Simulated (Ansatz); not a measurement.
Zincblende GaAs at its r2SCAN geometry, run in the PAW code Ansatz at 2 levels of theory. Spin-unpolarised throughout; all numbers are computed.

The r2SCAN input:
```yaml
crystal:
  lattice:
    - [0.0, 2.8330850939, 2.8330850939]
    - [2.8330850939, 0.0, 2.8330850939]
    - [2.8330850939, 2.8330850939, 0.0]
  atoms:
    - { symbol: Ga, position: [0.0, 0.0, 0.0] }
    - { symbol: As, position: [0.25, 0.25, 0.25] }
kpoints:
  mp_grid: { grid: [8, 8, 8] }
  band_path:
    path:
      - [0.0, 0.0, 0.0]
      - [-0.5, -0.5, 0.0]
      - [-0.375, -0.375, 0.25]
      - [-0.375, 0.0, 0.375]
      - [0.0, 0.0, 0.5]
      - [-0.5, -0.25, 0.25]
    npoints: 1
hamiltonian:
  xc: r2scan
scf:
  occupations: { method: fixed }
  n_extra_bands: 4
output:
  forces: true
  stress: true
  eigenvalues: true
```

Main results, then, where recorded, the levels near the gap in eV from the Fermi energy (columns number the bands from 0), one row a point of the path (Γ, X, U, K, L, W):
```
Crystal: 2 atoms, lattice volume = 45.479 Å³
Symmetry: 24 space group operations
Space group: F-43m (ITA 216)
```
```
Basis set: ecut = 500 eV, 1139 PW (Γ)
k-points: 29 of 512 (time reversal used)
SCF 1 converged in 7 iterations: F = -8655.754429 eV  dr2 = 9.01e-9
Free energy (F): -8655.754429 eV
Fermi energy:    7.848087 eV
--- Stress (GPa, compression-positive) ---
        0.011470       0.000000       0.000000
        0.000000       0.011470       0.000000
        0.000000       0.000000       0.011470
  P = ⅓ Tr σ = 0.0115 GPa (0.115 kbar)
```
```tsv
band_10	band_11	band_12	band_13	band_14	band_15	band_16
-13.159	0.000	0.000	0.000	0.962	4.048	4.048
-10.561	-6.955	-2.752	-2.752	1.775	1.959	10.826
-10.601	-6.760	-3.935	-2.320	2.282	5.017	8.520
-10.601	-6.760	-3.935	-2.320	2.282	5.017	8.520
-11.328	-6.774	-1.175	-1.175	1.353	4.994	4.994
-10.503	-6.759	-3.611	-3.403	5.001	5.066	5.896
```

With r2SCAN the gap is 0.96 eV and direct, at Γ.

Task: In the first input these blocks are replaced (the band path and keys that only write files left aside):
```yaml
kpoints:
  mp_grid: { grid: [6, 6, 6] }
hamiltonian:
  xc: hse06
```
What comes out?

Result:
```
Basis set: ecut = 420 eV, 893 PW (Γ)
k-points: 16 of 216 (time reversal used)
SCF 1 stopped early in 4 iterations: F = -8639.820721 eV  dr2 = 4.89e-6
Exchange kernel: α = 0.2500, screened, ω = 0.2079 Å⁻¹, Wigner–Seitz truncation, v(0) = 1046.6409 eV·Å³, q-mesh 6×6×6
SCF 2 stopped early in 7 iterations: F = -8641.586389 eV  dr2 = 2.33e-7
hybrid outer 1: dexx = +1.059e-2 eV, tail = 6.69e-5 eV
SCF 3 converged in 5 iterations: F = -8641.586511 eV  dr2 = 2.02e-9
hybrid outer 2: dexx = +1.039e-6 eV, tail = 3.77e-8 eV, Δε = 2.92e-3 eV
Free energy (F): -8641.586511 eV
Fermi energy:    7.691207 eV
--- Stress (GPa, compression-positive) ---
        0.627660       0.000000       0.000000
        0.000000       0.627660       0.000000
        0.000000       0.000000       0.627660
  P = ⅓ Tr σ = 0.6277 GPa (6.277 kbar)
```
```tsv
band_10	band_11	band_12	band_13	band_14	band_15	band_16
-13.906	0.000	0.000	0.000	1.364	4.531	4.531
-11.187	-7.358	-2.887	-2.887	2.070	2.324	11.471
-11.230	-7.141	-4.151	-2.429	2.633	5.486	9.052
-11.230	-7.141	-4.151	-2.429	2.633	5.486	9.052
-12.002	-7.178	-1.223	-1.223	1.738	5.452	5.452
-11.128	-7.136	-3.810	-3.572	5.448	5.596	6.364
```
With HSE06 the gap is 1.36 eV and direct, at Γ. The mean pressure is +0.6 GPa (compression positive), so HSE06 would enlarge the cell's volume. The stress of a hybrid is loosely converged here.

Small level splittings and stresses of the hybrids carry the error of their coarser meshes.

Totals of different functionals can't be compared.

The runs are scalar-relativistic, without spin-orbit coupling.

The meshes of the hybrids are coarse, so their gaps aren't converged to the digits shown.
